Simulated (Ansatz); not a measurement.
TiO2 (from a published structure), relaxed with r2SCAN in the PAW code Ansatz. It is tetragonal, I4_1/amd (No. 141); a = 3.778 Å, c = 9.583 Å in the conventional setting, 11.40 Å³ an atom. Ti is surrounded by 6 O at 1.93–1.99 Å and 4 Ti at 3.05 Å; O is surrounded by 3 Ti at 1.93–1.99 Å.

The axes x, y and z are those of this cell:
```yaml
crystal:
  lattice:
    - [-1.88890, 1.88890, 4.79172]
    - [1.88890, -1.88890, 4.79172]
    - [1.88890, 1.88890, -4.79172]
  atoms:
    - { symbol: Ti, position: [0.00000, 0.00000, 0.00000] }
    - { symbol: Ti, position: [0.75000, 0.25000, 0.50000] }
    - { symbol: O, position: [0.20729, 0.20729, 0.00000] }
    - { symbol: O, position: [0.95729, 0.45729, 0.50000] }
    - { symbol: O, position: [0.54271, 0.04271, 0.50000] }
    - { symbol: O, position: [0.79271, 0.79271, 0.00000] }
```

Unstrained: The PBE gap is indirect, 2.146 eV (Γ–X (0.88 of the way from Γ) to Γ), below the direct gap of 2.472 eV at Γ–M (0.60 of the way from Γ). The r2SCAN gap is indirect, 2.527 eV (Γ–X (0.88 of the way from Γ) to Γ), below the direct gap of 2.866 eV at Γ–M (0.60 of the way from Γ). Meshes: PBE 10×10×10, r2SCAN 10×10×10. Strains are changes of length per length, and xy shears are angles. After each strain the atoms were relaxed again with r2SCAN within the symmetry that the strain leaves, so tilts or polar shifts that break it weren't tested; points keep the names that they have in the unstrained zone. Spin-unpolarised calculation; the starting structure is a published one, and the numbers are computed.

(1) Estimate what isotropic -5.91 % on every length does to the gap.

(2) Estimate what isotropic -5.21 % on every length does to the gap.

(3) Estimate what xy shear, engineering strain (angle) -4.95 % does to the gap.

(4) Order the strained cells by their r2SCAN gap, smallest first.
A. isotropic -5.91 % on every length
B. xy shear, engineering strain (angle) -4.95 %
C. isotropic -5.21 % on every length

## Answers

(1) PBE: the gap goes from 2.146 to 2.302 eV (+0.156 eV); the edges go from Γ–X (0.88) → Γ to Γ–X (0.91) → Γ. r2SCAN: the gap goes from 2.527 to 2.734 eV (+0.207 eV); the edges go from Γ–X (0.88) → Γ to Γ–X (0.91) → Γ. The r2SCAN energy rises by 285.6 meV an atom.

(2) PBE: the gap goes from 2.146 to 2.287 eV (+0.141 eV); the edges go from Γ–X (0.88) → Γ to Γ–X (0.91) → Γ. r2SCAN: the gap goes from 2.527 to 2.712 eV (+0.185 eV); the edges go from Γ–X (0.88) → Γ to Γ–X (0.91) → Γ. The r2SCAN energy rises by 216.5 meV an atom.

(3) PBE: the gap goes from 2.146 to 2.118 eV (-0.028 eV); the edges go from Γ–X (0.88) → Γ to Γ–X (0.83) → Γ. r2SCAN: the gap goes from 2.527 to 2.498 eV (-0.029 eV); the edges go from Γ–X (0.88) → Γ to Γ–X (0.83) → Γ. The r2SCAN energy rises by 5.7 meV an atom.

(4) B (2.50 eV), C (2.71 eV), A (2.73 eV).

Where an edge lies off the special points, it is a point of the mesh or the k point where a search put PBE's edge or least direct gap, reused for the other functionals, whose own edges may lie a little apart.
